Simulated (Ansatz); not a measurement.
The calculation used DFT PBE, scalar-relativistic, plane waves, PAW in Ansatz 0.2.0. All cells share a 420 eV cutoff and Γ-centred k meshes spaced at most about 0.3 Å⁻¹ (about 0.25 or finer for metals, 2π included). No spin polarisation.

These are static total energies at zero pressure.

Two forms of Mg5Se2 were relaxed alike.

A.

```
Mg Se
1.0
     3.72987    0.00000    0.00000
    -1.86493    3.23016    0.00000
     0.00000    0.00000   13.93049
Mg Se
5 2
Direct
  0.00000 0.00000 0.00000
  0.66667 0.33333 0.23588
  0.33333 0.66667 0.76412
  0.66667 0.33333 0.58812
  0.33333 0.66667 0.41188
  0.66667 0.33333 0.88223
  0.33333 0.66667 0.11777
```

B.

```
Mg Se
1.0
     1.86746    1.07818   13.89123
    -1.86746    1.07818   13.89123
     0.00000   -2.15636   13.89123
Mg Se
5 2
Direct
  0.58832 0.58832 0.58832
  0.00000 0.00000 0.00000
  0.41168 0.41168 0.41168
  0.13727 0.13727 0.13727
  0.86273 0.86273 0.86273
  0.29408 0.29408 0.29408
  0.70592 0.70592 0.70592
```

Question: Which is lower in energy, and by how much?

Answer: B is lower, by 19 meV/atom. A has space group P-3m1 (No. 164), 24.0 Å³/atom and no gap on its mesh; B has space group R-3m (No. 166), 24.0 Å³/atom and no gap. Counting Mg atoms around Se (those within 1.25 times the shortest such distance or 1.15 times the sum of covalent radii), A and B both have Se 6. Both come from invented guesses.

For metals, differences of a few meV/atom aren't resolved. Cells relaxed within their symmetry can be saddle points.

The energy difference comes from stacking, not composition or local Se bonding. Both forms contain a single Mg layer between Se layers, alternating with a four-layer Mg slab, and Se is octahedrally coordinated in each. In B the close-packed layers follow a cubic sequence throughout, whereas in A the Mg slab is stacked hexagonally. Elemental Mg prefers hexagonal stacking, so the order here is the reverse of what the slab alone would suggest. Probably the Se layers decide it: in A, each Mg layer bordering Se has Se on one side eclipsing Mg on the other, while B keeps the staggered, rocksalt-like sequence across that boundary. In-plane stretching of the Mg layers to match the selenide part may also weaken their usual preference. The equal volumes give no sign that packing density matters.

The missing gap fits the electron count, since two Se²⁻ ions cannot take up all the valence electrons of five Mg atoms. B's advantage over A doesn't show that it would resist separation into MgSe and Mg.
